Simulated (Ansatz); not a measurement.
**Elastic constants of ZnO at 3 GPa (stress–strain coefficients): input and output**

All numbers below come from DFT PBE, scalar-relativistic, plane waves, PAW in Ansatz.

Launched with:
```bash
ansatz run input.yaml --threads 1 --pin off --max-ram 3072MiB --backend cpu --events-out ev --progress --plain --runs-dir out
```

Input (bare energies are in eV):
```yaml
crystal:
  lattice:
    - [3.2554265817, 0.0, 0.0]
    - [-1.6277132908, 2.8192821199, 0.0]
    - [0.0, 0.0, 5.2545567061]
  atoms:
    - { symbol: Zn, position: [0.3333333333, 0.6666666667, 0.0015163287] }
    - { symbol: Zn, position: [0.6666666667, 0.3333333333, 0.5015163287] }
    - { symbol: O, position: [0.3333333333, 0.6666666667, 0.3805836713] }
    - { symbol: O, position: [0.6666666667, 0.3333333333, 0.8805836713] }
basis:
  ecutwfc: 420
kpoints:
  mp_grid: { grid: [12, 12, 6] }
hamiltonian:
  xc: pbe
scf:
  occupations: { method: fixed }
output:
  forces: true
  stress: true
  eigenvalues: true
  polarization: {}
elastic:
  mode: relaxed_ion
  stencil: two_point
```

From the output:
```
--- Elastic constants: 3 strain directions × 2 members + reference (group order 12) ---
  dense FFT box of the reference and of every strained cell: 24×24×36
  strains applied: 11, 33, 23; error gains: componentwise 1.00 (the most a stress slope's error grows in a printed constant), spectral 1.41 (1 for all six strains in a standard setting)
  reference relaxed by the batch: 3 steps; max|allowed force component| 3.94e-4 eV/Å at the deck's positions, 5.02e-8 at the last accepted step, 4.98e-8 by the solve of record
  largest displacement 3.2e-5 Å; the constants are those of the deck's cell at these positions:
  atoms:
    - { symbol: Zn, position: [0.3333333333333333, 0.6666666666666665, 0.0015224510522899937] }
    - { symbol: Zn, position: [0.6666666666666666, 0.33333333333333326, 0.5015224510522899] }
    - { symbol: O, position: [0.3333333333333333, 0.6666666666666665, 0.38057754894770995] }
    - { symbol: O, position: [0.6666666666666666, 0.33333333333333326, 0.8805775489477101] }
  C = ∂σ_k/∂η_j (tension-positive GPa; Voigt order 11 22 33 23 13 12):
       197.875    121.522    107.025     -0.000     -0.000      0.000
       121.522    197.875    107.025     -0.000     -0.000     -0.000
       106.860    106.860    210.306     -0.000     -0.000      0.000
         0.000     -0.000      0.000     35.172     -0.000     -0.000
        -0.000      0.000      0.000     -0.000     35.172      0.000
        -0.000     -0.000     -0.000      0.000      0.000     38.177
  reference stress σ⁰ (GPa):     -3.000     -3.000     -2.993      0.000      0.000     -0.000
  C* (energy form; C + prestress term) asymmetry max|C*_kj − C*_jk| = 1.571e-1 GPa — a small one proves nothing (zero by symmetry where the batch's group is 432, −43m or m−3m); a large one is finite-difference/SCF noise where every solve ...
  moduli (Voigt/Reuss/Hill, GPa): K = 141.87/141.87/141.87   G = 39.75/38.92/39.33   E = 108.02   ν = 0.373
  mechanically stable: yes (min eigenvalue of sym C = 35.17 GPa)
  e, the proper piezoelectric tensor (elastic.mode: relaxed_ion; C/m²; rows x y z; Voigt order 11 22 33 23 13 12):
       0.00000   -0.00000   -0.00000    0.00000   -0.47873   -0.00000
      -0.00000    0.00000    0.00000   -0.47873    0.00000    0.00000
      -0.62534   -0.62534    1.21336   -0.00000   -0.00000   -0.00000
  ±, each entry's uncertainty from the finite density of the strings (C/m²), an estimate: the size of the correction for it that the entry includes:
       0.00000    0.00000    0.00000    0.00000    0.00014    0.00000
       0.00000    0.00000    0.00000    0.00014    0.00000    0.00000
       0.00056    0.00056    0.00483    0.00000    0.00000    0.00000
  the group's symmetry takes up to 3.6e-8 C/m² out of the measured responses: error of the strings' finite density and of the mesh across them, as far as it breaks the symmetry (raise kpoints.mp_grid and any string_points); the largest step ...
  strain η (Voigt 11):  stress-route row diagonal C_11 = 197.88 GPa, energy-path curvature d²(F+E_count+ΔE)/dδ²/Ω₀ = 198.24 GPa
         δ    σ_11 (GPa) F (eV) n_scf n_hpsi n_pw
    -2.000e-3      -3.3965       -7773.6813117      10   75543    966   relax 4 steps, max|allowed force component| 1.11e-5 eV/Å
     2.000e-3      -2.6050       -7773.6849099      10   75301    968   relax 4 steps, max|allowed force component| 5.65e-6 eV/Å
  strain η (Voigt 33):  stress-route row diagonal C_33 = 210.31 GPa, energy-path curvature d²(F+E_count+ΔE)/dδ²/Ω₀ = 211.33 GPa
         δ    σ_33 (GPa) F (eV) n_scf n_hpsi n_pw
    -2.000e-3      -3.4127       -7773.6813692      10   33291    968   relax 4 steps, max|allowed force component| 9.04e-7 eV/Å
     2.000e-3      -2.5715       -7773.6849751      10   33277    968   relax 5 steps, max|allowed force component| 2.91e-8 eV/Å
  strain η (Voigt 23):  stress-route row diagonal C_44 = 35.17 GPa, energy-path curvature d²(F+E_count+ΔE)/dδ²/Ω₀ = 37.64 GPa
         δ    σ_23 (GPa) F (eV) n_scf n_hpsi n_pw
    -2.000e-3      -0.0703       -7773.6832224      10  106151    968   relax 3 steps, max|allowed force component| 3.69e-5 eV/Å
     2.000e-3       0.0703       -7773.6832224      10  106149    968   relax 3 steps, max|allowed force component| 3.69e-5 eV/Å
--- Formal polarisation (Berry phase): one branch of a lattice of values; only differences between neighbouring runs are physical ---
  axis mesh electronic ionic p = total spread (rad) least overlap resolved gap  δp at fixed H ≤   (phases in cycles; p mod 2; gap in eV; gap and δp judge the states as solved, not the mesh's step, its ...
  b1    12×12×6         0.00000000    18.00000000    18.00000000      0.000000         0.8762        0.7763           7.3e-6
  b2    12×12×6        -0.00000000    18.00000000    18.00000000      0.000000         0.8762        0.7763           7.3e-6
  b3    12×12×6         0.87687577    13.60346941    14.48034518      0.073020         0.8715        0.7763           7.2e-6
  quantum along a1:   0.13500672 e/Å² =   216.304607 µC/cm²
  quantum along a2:   0.13500672 e/Å² =   216.304607 µC/cm²
  quantum along a3:   0.21791321 e/Å² =   349.135449 µC/cm²
  P = (  0.60753022,   1.05227322,   1.57772923) e/Å² = (  973.370731,  1685.927560,  2527.800911) µC/cm²  (mod the quanta)
```

The run took 7.2 min on 1 thread of Intel(R) Xeon(R) Platinum 8488C (Sapphire Rapids) (shared host), peak memory 0.73 GiB.